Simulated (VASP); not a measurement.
The system is C.

```
C
1.0
     2.52210    0.00000    0.00000
    -1.26105    2.18420    0.00000
     0.00000    0.00000    8.23710
C
8
Direct
  0.66667 0.33333 0.84375
  0.33333 0.66667 0.34375
  0.66667 0.33333 0.65625
  0.33333 0.66667 0.15625
  0.00000 0.00000 0.90625
  0.00000 0.00000 0.40625
  0.00000 0.00000 0.59375
  0.00000 0.00000 0.09375
```

This is a hexagonal form of diamond, not graphite.

```yaml
Program: VASP 6.6.1
Task: relaxation of cell and atoms
Functional: AM05
Potentials_or_basis: VASP PAW PBE potentials, release 64 (C)
Cutoff: 600 eV
k_mesh: 12 × 12 × 4
Occupations: fermi-dirac, width 0.05 eV
Spin: no spin polarisation
```

At the start: pressure -5.2 GPa; volume 5.67 Å³/atom.

Question: Where does the relaxation end?

Answer: Over 8 steps the energy falls by 3.5 meV/atom and the volume is 5.60 Å³/atom (-1.2 %); space group P6_3/mmc (No. 194, to 0.05 Å).

Step by step:
```
step  energy change (eV)  largest force (eV/Å)  pressure (GPa)  volume (Å³)
   1              0.0000                0.3259           -5.15        45.38
   2              0.0205                0.5317            7.14        44.18
   3             -0.0278                0.0628           -0.19        44.86
   4             -0.0278                0.0702           -0.09        44.85
   5             -0.0277                0.0766            0.34        44.80
   6             -0.0280                0.0186            0.11        44.83
   7             -0.0280                0.0258           -0.08        44.85
   8             -0.0280                0.0022            0.02        44.84
```

Final structure:
```yaml
crystal:
  lattice:
    - [2.50382, 0.00000, 0.00000]
    - [-1.25191, 2.16838, 0.00000]
    - [0.00000, 0.00000, 8.25861]
  atoms:
    - { symbol: C, position: [0.66667, 0.33333, 0.84444] }
    - { symbol: C, position: [0.33333, 0.66667, 0.34444] }
    - { symbol: C, position: [0.66667, 0.33333, 0.65556] }
    - { symbol: C, position: [0.33333, 0.66667, 0.15556] }
    - { symbol: C, position: [0.00000, 0.00000, 0.90703] }
    - { symbol: C, position: [0.00000, 0.00000, 0.40703] }
    - { symbol: C, position: [0.00000, 0.00000, 0.59297] }
    - { symbol: C, position: [0.00000, 0.00000, 0.09297] }
```

Caveat: the PAW data sets were made with another functional, which shifts forces and pressure a little.
